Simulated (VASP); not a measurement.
# TiTe2 in VASP: relaxation of the atoms with PBEsol

Aim: the relaxation of the atoms of TiTe2 with PBEsol.

Program: VASP 6.6.1. These are calculated values, not measurements. Logs are shortened: lines on timing, memory, paths and dates and some standing lists are left out, and cuts for length are marked.

## Step 1: The structure

The cell holds a slab with vacuum, 3 atoms: a = 3.777 Å, b = 3.777 Å, c = 19.415 Å, α = 90.00°, β = 90.00°, γ = 120.00°.

## Step 2: Relaxation of the atoms, PBEsol

INCAR

```
SYSTEM = TiTe2
  PREC = Accurate
  ENCUT = 520
  EDIFF = 1E-6
  ISMEAR = 1
  SIGMA = 0.1
  LREAL = .FALSE.
  LASPH = .TRUE.
  NELM = 100
  ALGO = Fast
  ISIF = 2
  LWAVE = .FALSE.
  LCHARG = .FALSE.
  LDIPOL = .TRUE.
  IDIPOL = 3
  DIPOL = 0.5 0.5 0.500
  GGA = PS
  IBRION = 2
  NSW = 100
  EDIFFG = -0.015
  KPAR = 8
```

KPOINTS

```
regular mesh
0
G
  10 10 1
  0 0 0
```

POSCAR

```
TiTe2
1.0
    3.7770000000      0.0000000000      0.0000000000
   -1.8885000000      3.2709779500      0.0000000000
    0.0000000000      0.0000000000     19.4153488000
Te Ti
2 1
Direct
    0.3333333333      0.6666666667      0.4120451341
    0.6666666667      0.3333333333      0.5879548659
    0.0000000000      0.0000000000      0.5000000000
```

Potentials or basis: VASP PAW PBE potentials, release 64 (Te, Ti_sv).

Started as:

```sh
$ cat potpaw_PBE.64/Te/POTCAR potpaw_PBE.64/Ti_sv/POTCAR > POTCAR
$ mpirun -np 8 vasp_std > vasp.out
```

OUTCAR:

```text
SYSTEM = TiTe2
   PREC = Accurate
   ENCUT = 520
   EDIFF = 1E-6
   ISMEAR = 1
   LREAL = .FALSE.
   LASPH = .TRUE.
   NELM = 100
   ISIF = 2
   GGA = PS
   IBRION = 2
   NSW = 100
   EDIFFG = -0.015

 ion  position               nearest neighbor table
   1  0.333  0.667  0.412-   3 2.77   3 2.77   3 2.77
   2  0.667  0.333  0.588-   3 2.77   3 2.77   3 2.77
   3  0.000  0.000  0.500-   1 2.77   2 2.77   1 2.77   2 2.77   2 2.77   1 2.77

  LATTYP: Found a hexagonal cell.
 ALAT       =     3.7770000000
 C/A-ratio  =     5.1404153561

  Lattice vectors:

 A1 = (   3.7770000000,   0.0000000000,   0.0000000000)
 A2 = (  -1.8885000000,   3.2709779500,   0.0000000000)
 A3 = (   0.0000000000,   0.0000000000,  19.4153488000)

Analysis of symmetry for initial positions (statically):
=====================================================================
 Subroutine PRICEL returns:
 Original cell was already a primitive cell.

 Routine SETGRP: Setting up the symmetry group for a
 hexagonal supercell.

 Subroutine GETGRP returns: Found 12 space group operations
 (whereof 12 operations were pure point group operations)
 out of a pool of 24 trial point group operations.

The static configuration has the point symmetry D_3d.

Analysis of symmetry for dynamics (positions and initial velocities):
=====================================================================
 Subroutine PRICEL returns:
 Original cell was already a primitive cell.

 Routine SETGRP: Setting up the symmetry group for a
 hexagonal supercell.

 Subroutine GETGRP returns: Found 12 space group operations
 (whereof 12 operations were pure point group operations)
 out of a pool of 24 trial point group operations.

The dynamic configuration has the point symmetry D_3d.

 Subroutine INISYM returns: Found 12 space group operations
 (whereof 12 operations are pure point group operations),
 and found     1 'primitive' translations

----------------------------------------------------------------------------------------

                                     Primitive cell

  volume of cell :     239.8666

  direct lattice vectors                    reciprocal lattice vectors
     3.777000000  0.000000000  0.000000000     0.264760392  0.152859484  0.000000000
    -1.888500000  3.270977950  0.000000000     0.000000000  0.305718967  0.000000000
     0.000000000  0.000000000 19.415348800     0.000000000  0.000000000  0.051505642

  length of vectors
     3.777000000  3.777000000 19.415348800     0.305718967  0.305718967  0.051505642

  position of ions in fractional coordinates (direct lattice)
     0.333333333  0.666666667  0.412045134
     0.666666667  0.333333333  0.587954866
     0.000000000  0.000000000  0.500000000

  ion indices of the primitive-cell ions
   primitive index   ion index
                 1           1
                 2           2
                 3           3

----------------------------------------------------------------------------------------

 KPOINTS: regular mesh

Automatic generation of k-mesh.
 Grid dimensions read from file:
 generate k-points for:   10   10    1

 Generating k-lattice:

  Cartesian coordinates                     Fractional coordinates (reciprocal lattice)
     0.026476039  0.015285948  0.000000000     0.100000000  0.000000000  0.000000000
     0.000000000  0.030571897  0.000000000     0.000000000  0.100000000  0.000000000
     0.000000000  0.000000000  0.051505642     0.000000000  0.000000000  1.000000000

  Length of vectors
     0.030571897  0.030571897  0.051505642

  Shift w.r.t. Gamma in fractional coordinates (k-lattice)
     0.000000000  0.000000000  0.000000000

 Subroutine IBZKPT returns following result:
 ===========================================

 Found     14 irreducible k-points:

 Following reciprocal coordinates:
            Coordinates               Weight
  0.000000  0.000000  0.000000      1.000000
  0.100000  0.000000  0.000000      6.000000
  0.200000  0.000000  0.000000      6.000000
  0.300000  0.000000  0.000000      6.000000
  0.400000  0.000000  0.000000      6.000000
  0.500000  0.000000  0.000000      3.000000
  0.100000  0.100000  0.000000      6.000000
  0.200000  0.100000  0.000000     12.000000
  0.300000  0.100000  0.000000     12.000000
  0.400000  0.100000  0.000000     12.000000
  0.200000  0.200000  0.000000      6.000000
  0.300000  0.200000  0.000000     12.000000
  0.400000  0.200000  0.000000      6.000000
  0.300000  0.300000  0.000000      6.000000
   k-points           NKPTS =     14   k-points in BZ     NKDIM =     14   number of bands    NBANDS=     16
   number of dos      NEDOS =    301   number of ions     NIONS =      3
   total plane-waves  NPLWV = 112896
   dimension x,y,z NGX =    28 NGY =   28 NGZ =  144
   dimension x,y,z NGXF=    56 NGYF=   56 NGZF=  288
   ions per type =               2   1
   NGX,Y,Z   is equivalent  to a cutoff of  12.32, 12.32, 12.33 a.u.
   NGXF,Y,Z  is equivalent  to a cutoff of  24.65, 24.65, 24.66 a.u.
 SYSTEM =  TiTe2
   PREC   = accura    normal or accurate (medium, high low for compatibility)
   ISTART =      0    job   : 0-new  1-cont  2-samecut
   ICHARG =      2    charge: 1-file 2-atom 10-const
   ISPIN  =      1    spin polarized calculation?
   LNONCOLLINEAR =      F non collinear calculations
   LSORBIT =      F    spin-orbit coupling
   LASPH  =      T    aspherical Exc in radial PAW
   ENCUT  =  520.0 eV  38.22 Ry    6.18 a.u.   7.02  7.02 36.10*2*pi/ulx,y,z
   NELM   =    100;   NELMIN=  2; NELMDL= -5     # of ELM steps
   EDIFF  = 0.1E-05   stopping-criterion for ELM
   LREAL  =      F    real-space projection
   EDIFFG = -.1E-01   stopping-criterion for IOM
   NSW    =    100    number of steps for IOM
   IBRION =      2    ionic relax: 0-MD 1-quasi-New 2-CG
   NFREE  =      1    steps in history (QN), initial steepest desc. (CG)
   ISIF   =      2    stress and relaxation
   ISYM   =      2    0-nonsym 1-usesym 2-fastsym
   POTIM  = 0.5000    time-step for ionic-motion
   TEBEG  =    0.0;   TEEND  =   0.0 temperature during run
   PSTRESS=    0.0 pullay stress
   NELECT =      24.0000    total number of electrons
   NUPDOWN=      -1.0000    fix difference up-down
   EMIN   =  10.00;   EMAX   =-10.00  energy-range for DOS
   EFERMI =   0.00;   METHOD = LEGACY
   ISMEAR =     1;   SIGMA  =   0.10  broadening in eV -4-tet -1-fermi 0-gaus
   EFERMI_NEDOS =   21; number of points for ismear=-14 and -15
   IALGO  =     68    algorithm
   IMIX   =      4    mixing-type and parameters
     AMIX     =   0.40;   BMIX     =  1.00
     AMIX_MAG =   1.60;   BMIX_MAG =  1.00
  volume/ion in A,a.u.               =      79.96       539.57
  Fermi-wavevector in a.u.,A,eV,Ry     =   0.760015  1.436219  7.859029  0.577622
  Thomas-Fermi vector in A             =   1.858938
   LORBIT       =      0    0 simple, 1 ext, 2 COOP (PROOUT), +10 PAW based schemes
   GGA     = PS    functional components
   LHFCALC =     F    Hartree Fock is set to
   AEXX    =    0.0000 exact exchange contribution
   IVDW    =     0    specifies the selected vdW correction
   LEPSILON=     F    determine dielectric tensor
   LRPA    =     F    only Hartree local field effects (RPA)
 conjugate gradient relaxation of ions
 non-spin polarized calculation
 RMM-DIIS sequential band-by-band and
 Methfessel and Paxton  Order N= 1 SIGMA  =   0.10
  energy-cutoff  :      520.00
  volume of cell :      239.87
 maximum number of plane-waves:      6485
 NGX is ok and might be reduce to    28
   NGX = 13   NGY = 13   NGZ = 73

--------------------------------------- Ionic step        1  -------------------------------------------

 number of electron      23.9999996 magnetization

 Free energy of the ion-electron system (eV)
  ---------------------------------------------------
  ext. energy  EPLUGINS =         0.00000000
  ---------------------------------------------------
  free energy    TOTEN  =       -17.34674288 eV

  energy without entropy =      -17.34676279  energy(sigma->0) =      -17.34674952

------------------------ aborting loop because EDIFF is reached ----------------------------------------

  FORCE on cell =-STRESS in cart. coord.  units (eV):
  Direction    XX          YY          ZZ          XY          YZ          ZX
  --------------------------------------------------------------------------------------
  -------------------------------------------------------------------------------------
  Total       -1.4759736     -1.4759736     -0.1904590      0.0000000      0.0000000      0.0000000
  in kB       -9.8586940     -9.8586940     -1.2721617      0.0000000      0.0000000      0.0000000
  external PRESSURE =      -6.9965166 kB  Pullay stress =       0.0000000 kB
[... 22 lines left out ...]
  energy  without entropy=      -17.3467627863  energy(sigma->0) =      -17.34674952

--------------------------------------- Ionic step        2  -------------------------------------------

 number of electron      23.9999996 magnetization

 dipolmoment           0.000000      0.000000      0.000000 electrons x Angstroem

------------------------ aborting loop because EDIFF is reached ----------------------------------------

  FORCE on cell =-STRESS in cart. coord.  units (eV):
  Direction    XX          YY          ZZ          XY          YZ          ZX
  --------------------------------------------------------------------------------------
  -------------------------------------------------------------------------------------
  Total       -1.4388494     -1.4388494     -0.1189427      0.0000000     -0.0000000      0.0000000
  in kB       -9.6107244     -9.6107244     -0.7944722      0.0000000     -0.0000000      0.0000000
  external PRESSURE =      -6.6719737 kB  Pullay stress =       0.0000000 kB
[... 22 lines left out ...]
  energy  without entropy=      -17.3468711870  energy(sigma->0) =      -17.34692137

--------------------------------------- Ionic step        3  -------------------------------------------

 number of electron      23.9999996 magnetization

 dipolmoment           0.000000      0.000000     -0.000000 electrons x Angstroem

 Free energy of the ion-electron system (eV)
  ---------------------------------------------------
  ext. energy  EPLUGINS =         0.00000000
  ---------------------------------------------------
  free energy    TOTEN  =       -17.34704185 eV

  energy without entropy =      -17.34687234  energy(sigma->0) =      -17.34698535

 E-fermi :  -1.1018     XC(G=0):  -3.8904

 val. band max:       -1.1436944596   @ k =   0.4000   0.0000   0.0000
 cond. band min:      -1.0224254805   @ k =   0.3000   0.0000   0.0000
 fundamental gap:      0.1212689791
 Fermi energy:        -1.1017690333

 k-point     1 :       0.0000    0.0000    0.0000
  band No.  band energies     occupation
      1     -58.3643      2.00000
      2     -34.7144      2.00000
      3     -34.7144      2.00000
      4     -34.6823      2.00000
      5     -13.1014      2.00000
      6     -12.2035      2.00000
[... 8 lines left out ...]
     15      -0.0032     -0.00000
     16       2.3413      0.00000
[... 232 lines left out ...]
      2     -34.7473      2.00000
      3     -34.7391      2.00000
      4     -34.6713      2.00000
      5     -11.3526      2.00000
      6     -11.2986      2.00000
[... 8 lines left out ...]
     15       0.1719     -0.00000
     16       1.1367      0.00000

------------------------ aborting loop because EDIFF is reached ----------------------------------------

 vacuum level on the upper side and lower side of the slab       (xc-potential included)        -0.005        -0.005

  FORCE on cell =-STRESS in cart. coord.  units (eV):
  Direction    XX          YY          ZZ          XY          YZ          ZX
  --------------------------------------------------------------------------------------
  -------------------------------------------------------------------------------------
  Total       -1.4186743     -1.4186743     -0.0656343      0.0000000      0.0000000     -0.0000000
  in kB       -9.4759656     -9.4759656     -0.4384013      0.0000000      0.0000000     -0.0000000
  external PRESSURE =      -6.4634442 kB  Pullay stress =       0.0000000 kB

 VOLUME and BASIS-vectors are now :
 -----------------------------------------------------------------------------
  energy-cutoff  :      520.00
  volume of cell :      239.87
      direct lattice vectors                 reciprocal lattice vectors
     3.777000000  0.000000000  0.000000000     0.264760392  0.152859484  0.000000000
    -1.888500000  3.270977950  0.000000000     0.000000000  0.305718967  0.000000000
     0.000000000  0.000000000 19.415348800     0.000000000  0.000000000  0.051505642
[... 9 lines left out ...]
  FREE ENERGIE OF THE ION-ELECTRON SYSTEM (eV)
  ---------------------------------------------------
  free  energy   TOTEN  =       -17.3470418474 eV

  energy  without entropy=      -17.3468723426  energy(sigma->0) =      -17.34698535

 reached required accuracy - stopping structural energy minimisation

 vacuum level on the upper side and lower side of the slab         3.871         3.871
```

It took 70 s on 8 MPI ranks of Intel Xeon Platinum 8488C (Sapphire Rapids), shared host; peak memory 0.38 GiB.

What came out:

| Item | Value |
| --- | --- |
| Free energy | -17.3470 eV |
| Energy gained by relaxing | 0.1 meV/atom |
| Ionic steps | 3 |
| Largest force after relaxing | 0.011 eV/Å |
| Band gap on the k mesh | none (metal or under the smearing width) |

Forces in eV/Å, atoms in the order of the input:
```
Te   0.000  0.000  0.011
Te   0.000  0.000 -0.011
Ti   0.000  0.000  0.000
```

Step by step:
```tsv
step	energy change (eV)	largest force (eV/Å)	pressure (GPa)
1	0.0000	0.0507	-0.70
2	-0.0002	0.0302	-0.67
3	-0.0003	0.0109	-0.65
```

Final structure:
```xyz
3
Lattice="3.7770 0.0000 0.0000 -1.8885 3.2710 0.0000 0.0000 0.0000 19.4153" Properties=species:S:1:pos:R:3 pbc="T T T"
Te    0.0000    2.1807    8.0047
Te    1.8885    1.0903   11.4107
Ti    0.0000    0.0000    9.7077
```

Caveat: the PAW data sets were made with another functional, which shifts forces and pressure a little.
